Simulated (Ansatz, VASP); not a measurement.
**Al in VASP and in Ansatz**

```
Al
1.0
     0.00000    2.00693    2.00693
     2.00693    0.00000    2.00693
     2.00693    2.00693    0.00000
Al
1
Direct
  0.00000 0.00000 0.00000
```

Alike in both runs: functional PBEsol; k mesh 20 × 20 × 20; occupations gaussian, width 0.1 eV; no spin polarisation.

Ansatz relaxed the structure, and its values are those at the end. VASP's run is a single point on that final structure, the one shown.

|  | VASP | Ansatz |
| --- | --- | --- |
| version | VASP 6.6.1 | Ansatz 0.2.0 |
| potentials or method | VASP PAW PBE potentials, release 64 (Al) | scalar-relativistic, plane waves, PAW |
| plane-wave cutoff (eV) | 520 | 420 |
| valence electrons in the cell | 3 | 3 |

|  | VASP | Ansatz | Ansatz less VASP |
| --- | --- | --- | --- |
| gap on the k mesh at the Fermi level (eV) | none | none | - |
| pressure (GPa) | 0.1 | 0.0 | -0.08 |

A gap of «none» marks a metal or a gap that the smearing closes. The functional is the same, so the differences come from potentials, cutoffs and numerics. Ansatz warned: «pseudo_functional_mismatch».

Caveats: the PAW data sets were made with another functional, which shifts forces and pressure a little (VASP).
